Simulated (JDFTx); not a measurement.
# Al (Im-3m) in JDFTx: equation of state

Aim: energy against volume of Al in PBE, for its equilibrium volume and stiffness.

Everything below comes from runs of JDFTx 1.7.0 (patched build). Logs are shortened: lines on timing, memory, paths and dates and some standing lists are left out, and cuts for length are marked. The log counts tension as positive stress, the text compression.

### 1 The crystal as given

It takes space group Im-3m (No. 229, cubic). Conventional cell: a = 3.182 Å, b = 3.182 Å, c = 3.182 Å, α = 90.00°, β = 90.00°, γ = 90.00°. Al (site symmetry m-3m) has 8 Al at 2.76 Å as nearest neighbours.

This isn't the form of Al at room conditions, which is fcc.

### 2 Equation of state, PBE, 15.15 Å³/atom (volume scaled by 0.94)

Contents of Al.in:

```
lattice \
   -2.9455836204     2.9455836204     2.9455836204 \
    2.9455836204    -2.9455836204     2.9455836204 \
    2.9455836204     2.9455836204    -2.9455836204
coords-type Lattice
ion Al     0.0000000000     0.0000000000     0.0000000000 1

ion-species pseudo/Al.upf
elec-cutoff 20
elec-ex-corr gga-PBE
kpoint-folding 12 12 12
elec-smearing Fermi 0.0018374661
elec-n-bands 6
electronic-SCF nIterations 100 energyDiffThreshold 1e-08
electronic-minimize nIterations 30 energyDiffThreshold 1e-7
forces-output-coords Cartesian

dump-name run.$VAR
dump End Ecomponents EigStats BandEigs Kpoints Forces Stress ElecDensity Dtot KEdensity
```

Potentials or basis: PseudoDojo-SR-PBE-0.5-standard.

Started as:

```bash
$ jdftx -c 1 -i Al.in -o Al.out
```

The program printed:

```text
*************** JDFTx 1.7.0 (patched build) ***************

[... 9 lines left out ...]
---------- Initializing the Grid ----------
R =
[     -2.94558      2.94558      2.94558  ]
[      2.94558     -2.94558      2.94558  ]
[      2.94558      2.94558     -2.94558  ]
unit cell volume = 102.229
G =
[ -3.47188e-17    1.06654    1.06654  ]
[    1.06654 -3.47188e-17    1.06654  ]
[    1.06654    1.06654 -3.47188e-17  ]
Minimum fftbox size, Smin = [  24  24  24  ]
Chosen fftbox size, S = [  24  24  24  ]

---------- Exchange Correlation functional ----------
Initalized PBE GGA exchange.
Initalized PBE GGA correlation.

---------- Setting up pseudopotentials ----------
Width of ionic core gaussian charges (only for fluid interactions / plotting) set to 0

Reading pseudopotential file 'pseudo/Al.upf':
  'Al' pseudopotential, 'PBE' functional
  Generated using ONCVPSP code by D. R. Hamann
  3 valence electrons, 2 orbitals, 6 projectors, 1001 radial grid points, with lMax = 2
    3S    l: 0   occupation:  2.0   eigenvalue: -0.284914
    3P    l: 1   occupation:  1.0   eigenvalue: -0.099668
  Core radius for overlap checks: 1.74 bohrs.

Initialized 1 species with 1 total atoms.

Folded 1 k-points by 12x12x12 to 1728 k-points.

---------- Setting up k-points, bands, fillings ----------
Reduced to 72 k-points under symmetry.
Computing the number of bands and number of electrons
Calculating initial fillings.
nElectrons:   3.000000   nBands: 6   nStates: 72

----- Setting up reduced wavefunction bases (one per k-point) -----
average nbasis = 436.409 , ideal nbasis = 436.730

---------- Setting up ewald sum ----------
Optimum gaussian width for ewald sums = 1.839159 bohr.
Real space sum over 2197 unit cells with max indices [  6  6  6  ]
Reciprocal space sum over 2197 terms with max indices [  6  6  6  ]

---------- Allocating electronic variables ----------
Initializing wave functions:  linear combination of atomic orbitals
Note: number of bands (6) exceeds available atomic orbitals (4)
Al pseudo-atom occupations:   s ( 2 )  p ( 1 )
	FillingsUpdate:  mu: +0.341091071  nElectrons: 3.000000
LCAOMinimize: Iter:   0  F: -2.0579229038119862  |grad|_K:  1.397e-04  alpha:  1.000e+00
	FillingsUpdate:  mu: +0.341124372  nElectrons: 3.000000
LCAOMinimize: Iter:   1  F: -2.0579474372993496  |grad|_K:  4.784e-07  alpha:  9.696e-01  linmin:  8.004e-02  cgtest: -9.605e-01
	FillingsUpdate:  mu: +0.341124372  nElectrons: 3.000000
LCAOMinimize: Iter:   2  F: -2.0579474373187048  |grad|_K:  4.632e-07  alpha:  9.448e-01  linmin:  4.821e-04  cgtest:  9.673e-01
	FillingsUpdate:  mu: +0.341124261  nElectrons: 3.000000
LCAOMinimize: Iter:   3  F: -2.0579474375872842  |grad|_K:  9.623e-10  alpha:  9.644e-01  linmin: -9.244e-02  cgtest:  9.539e-01
LCAOMinimize: Encountered beta<0, resetting CG.
LCAOMinimize: Converged (|Delta F|<1.000000e-06 for 2 iters).

-------- Electronic minimization -----------
Will mix electronic density at each iteration.
	FillingsUpdate:  mu: +0.341124261  nElectrons: 3.000000
	FillingsUpdate:  mu: +0.325496980  nElectrons: 3.000000
SCF: Cycle:  0   F: -2.084969235582891   dF: -2.702e-02   |Residual|: 6.750e-03   |deigs|: 7.339e-01
	FillingsUpdate:  mu: +0.325265931  nElectrons: 3.000000
SCF: Cycle:  1   F: -2.085226837249275   dF: -2.576e-04   |Residual|: 3.612e-03   |deigs|: 1.272e-02
	FillingsUpdate:  mu: +0.325213885  nElectrons: 3.000000
SCF: Cycle:  2   F: -2.085244450731279   dF: -1.761e-05   |Residual|: 3.089e-04   |deigs|: 2.761e-03
	FillingsUpdate:  mu: +0.325208003  nElectrons: 3.000000
SCF: Cycle:  3   F: -2.085245874849027   dF: -1.424e-06   |Residual|: 9.810e-05   |deigs|: 8.903e-04
	FillingsUpdate:  mu: +0.325205985  nElectrons: 3.000000
SCF: Cycle:  4   F: -2.085246276195676   dF: -4.013e-07   |Residual|: 1.848e-05   |deigs|: 1.179e-03
	FillingsUpdate:  mu: +0.325206346  nElectrons: 3.000000
SCF: Cycle:  5   F: -2.085246352845297   dF: -7.665e-08   |Residual|: 1.035e-05   |deigs|: 5.256e-04
	FillingsUpdate:  mu: +0.325206701  nElectrons: 3.000000
SCF: Cycle:  6   F: -2.085246373816086   dF: -2.097e-08   |Residual|: 1.907e-06   |deigs|: 3.066e-04
	FillingsUpdate:  mu: +0.325206680  nElectrons: 3.000000
SCF: Cycle:  7   F: -2.085246378957419   dF: -5.141e-09   |Residual|: 2.177e-06   |deigs|: 4.888e-04
	FillingsUpdate:  mu: +0.325206693  nElectrons: 3.000000
SCF: Cycle:  8   F: -2.085246380350597   dF: -1.393e-09   |Residual|: 2.213e-06   |deigs|: 2.125e-04
SCF: Converged (|Delta E|<1.000000e-08 for 2 iters).

Setting wave functions to eigenvectors of Hamiltonian

# Stress tensor in Cartesian coordinates [Eh/a0^3]:
[ -0.000320757            0            0  ]
[            0 -0.000320757            0  ]
[            0            0 -0.000320757  ]

# Ionic positions in lattice coordinates:
ion Al   0.000000000000000   0.000000000000000   0.000000000000000 1

# Forces in Cartesian coordinates:
force Al  -0.000000000000000   0.000000000000000  -0.000000000000000 1

# Energy components:
   Eewald =       -2.7798481783662790
       EH =        0.0029383683842425
     Eloc =        0.2780404866770799
      Enl =        0.3903902699357097
      Exc =       -1.1056378783350094
 Exc_core =        0.2269468735523675
       KE =        0.9020777639771675
-------------------------------------
     Etot =       -2.0850922941747210
       TS =        0.0001540861758766
-------------------------------------
        F =       -2.0852463803505974

IonicMinimize: Iter:   0  F: -2.085246380350597  |grad|_K:  0.000e+00
IonicMinimize: Converged (|grad|_K<1.000000e-04).

#--- Lowdin population analysis ---
# oxidation-state Al +0.050

Dumping 'run.eigStats' ...
	eMin: -0.106410 at state 0 ( [ +0.000000 +0.000000 +0.000000 ] spin 0 )
	HOMO: +0.321037 at state 47 ( [ +0.166667 +0.250000 +0.250000 ] spin 0 )
	mu  : +0.325207
	LUMO: +0.326486 at state 55 ( [ +0.166667 +0.500000 -0.333333 ] spin 0 )
	eMax: +1.219564 at state 57 ( [ +0.250000 +0.250000 +0.250000 ] spin 0 )
	HOMO-LUMO gap: +0.005449
	Optical gap  : +0.034571 at state 29 ( [ +0.083333 +0.250000 +0.250000 ] spin 0 )
Done!
[note: the HOMO, LUMO and gaps printed at the end count levels as full or empty at half filling, so they show a gap where a level is partly filled]
```

Wall time 8.6 s (1 thread of Arm Neoverse V1, shared host); peak memory 0.04 GiB.

Results:

```yaml
Free_energy: -56.7424 eV
Pressure: 9.4 GPa
Band_gap_on_the_k_mesh: none (metal or under the smearing width)
```

### 3 Equation of state, PBE, 15.47 Å³/atom (volume scaled by 0.96)

Contents of Al.in:

```
lattice \
   -2.9663278504     2.9663278504     2.9663278504 \
    2.9663278504    -2.9663278504     2.9663278504 \
    2.9663278504     2.9663278504    -2.9663278504
coords-type Lattice
ion Al     0.0000000000     0.0000000000     0.0000000000 1

ion-species pseudo/Al.upf
elec-cutoff 20
elec-ex-corr gga-PBE
kpoint-folding 12 12 12
elec-smearing Fermi 0.0018374661
elec-n-bands 6
electronic-SCF nIterations 100 energyDiffThreshold 1e-08
electronic-minimize nIterations 30 energyDiffThreshold 1e-7
forces-output-coords Cartesian

dump-name run.$VAR
dump End Ecomponents EigStats BandEigs Kpoints Forces Stress
```

Potentials or basis: PseudoDojo-SR-PBE-0.5-standard.

Started as:

```bash
$ jdftx -c 1 -i Al.in -o Al.out
```

Wall time 8.8 s (1 thread of Arm Neoverse V1, shared host); peak memory 0.05 GiB.

Results (log left out):

```
Free energy            : -56.7592 eV
Pressure               : 7.3 GPa
Band gap on the k mesh : none (metal or under the smearing width)
```

### 4 Equation of state, PBE, 15.79 Å³/atom (volume scaled by 0.98)

Al.in, as its differences from that of step 3:

```diff
@@ -1,5 +1,5 @@
 lattice \
-   -2.9663278504     2.9663278504     2.9663278504 \
-    2.9663278504    -2.9663278504     2.9663278504 \
-    2.9663278504     2.9663278504    -2.9663278504
+   -2.9867859302     2.9867859302     2.9867859302 \
+    2.9867859302    -2.9867859302     2.9867859302 \
+    2.9867859302     2.9867859302    -2.9867859302
 coords-type Lattice
```

Started as:

```bash
$ jdftx -c 1 -i Al.in -o Al.out
```

It took 8.4 s on 1 thread of Arm Neoverse V1, shared host; peak memory 0.05 GiB.

The run converged. Its results:

- Free energy: -56.7719 eV
- Pressure: 5.3 GPa
- Band gap on the k mesh: none (metal or under the smearing width)

### 5 Equation of state, PBE, 16.12 Å³/atom

Al.in, as its differences from that of step 4:

```diff
@@ -1,5 +1,5 @@
 lattice \
-   -2.9867859302     2.9867859302     2.9867859302 \
-    2.9867859302    -2.9867859302     2.9867859302 \
-    2.9867859302     2.9867859302    -2.9867859302
+   -3.0069675285     3.0069675285     3.0069675285 \
+    3.0069675285    -3.0069675285     3.0069675285 \
+    3.0069675285     3.0069675285    -3.0069675285
 coords-type Lattice
```

Started as:

```bash
$ jdftx -c 1 -i Al.in -o Al.out
```

It took 8.4 s on 1 thread of Arm Neoverse V1, shared host; peak memory 0.05 GiB.

Results (log left out):

```
Free energy            : -56.7809 eV
Pressure               : 3.6 GPa
Band gap on the k mesh : none (metal or under the smearing width)
```

### 6 Equation of state, PBE, 16.44 Å³/atom (volume scaled by 1.02)

Al.in, as its differences from that of step 5:

```diff
@@ -1,5 +1,5 @@
 lattice \
-   -3.0069675285     3.0069675285     3.0069675285 \
-    3.0069675285    -3.0069675285     3.0069675285 \
-    3.0069675285     3.0069675285    -3.0069675285
+   -3.0268818010     3.0268818010     3.0268818010 \
+    3.0268818010    -3.0268818010     3.0268818010 \
+    3.0268818010     3.0268818010    -3.0268818010
 coords-type Lattice
```

Potentials or basis: PseudoDojo-SR-PBE-0.5-standard.

Started as:

```bash
$ jdftx -c 1 -i Al.in -o Al.out
```

It took 8.5 s on 1 thread of Arm Neoverse V1, shared host; peak memory 0.05 GiB.

Results (log left out):

- Free energy: -56.7865 eV
- Pressure: 2.0 GPa
- Band gap on the k mesh: none (metal or under the smearing width)

### 7 Equation of state, PBE, 16.76 Å³/atom (volume scaled by 1.04)

Al.in, as its differences from that of step 6:

```diff
@@ -1,5 +1,5 @@
 lattice \
-   -3.0268818010     3.0268818010     3.0268818010 \
-    3.0268818010    -3.0268818010     3.0268818010 \
-    3.0268818010     3.0268818010    -3.0268818010
+   -3.0465374285     3.0465374285     3.0465374285 \
+    3.0465374285    -3.0465374285     3.0465374285 \
+    3.0465374285     3.0465374285    -3.0465374285
 coords-type Lattice
```

Started as:

```bash
$ jdftx -c 1 -i Al.in -o Al.out
```

Run time: 8.4 s. Hardware: 1 thread of Arm Neoverse V1, shared host; peak memory 0.05 GiB.

Results (log left out):

```yaml
Free_energy: -56.7890 eV
Pressure: 0.5 GPa
Band_gap_on_the_k_mesh: none (metal or under the smearing width)
```

### 8 Equation of state, PBE, 17.08 Å³/atom (volume scaled by 1.06)

Al.in, as its differences from that of step 7:

```diff
@@ -1,5 +1,5 @@
 lattice \
-   -3.0465374285     3.0465374285     3.0465374285 \
-    3.0465374285    -3.0465374285     3.0465374285 \
-    3.0465374285     3.0465374285    -3.0465374285
+   -3.0659426486     3.0659426486     3.0659426486 \
+    3.0659426486    -3.0659426486     3.0659426486 \
+    3.0659426486     3.0659426486    -3.0659426486
 coords-type Lattice
```

Started as:

```bash
$ jdftx -c 1 -i Al.in -o Al.out
```

Run time: 8.4 s. Hardware: 1 thread of Arm Neoverse V1, shared host; peak memory 0.05 GiB.

The run converged. Its results:

```yaml
Free_energy: -56.7888 eV
Pressure: -0.8 GPa
Band_gap_on_the_k_mesh: none (metal or under the smearing width)
```

### 9 Equation of state, PBE

Potentials or basis: PseudoDojo-SR-PBE-0.5-standard.

No new run: the results of the series are fitted here.

Results:

```yaml
Equilibrium_volume: 16.89 Å³/atom
Bulk_modulus: 70 GPa
Pressure_derivative_of_the_bulk_modulus: 4.0
```

Energy against volume, from the lowest point:
```csv
volume (Å³/atom),energy (meV/atom)
15.149,46.60
15.471,29.79
15.793,17.11
16.116,8.14
16.438,2.53
16.760,0.00
17.083,0.26
```
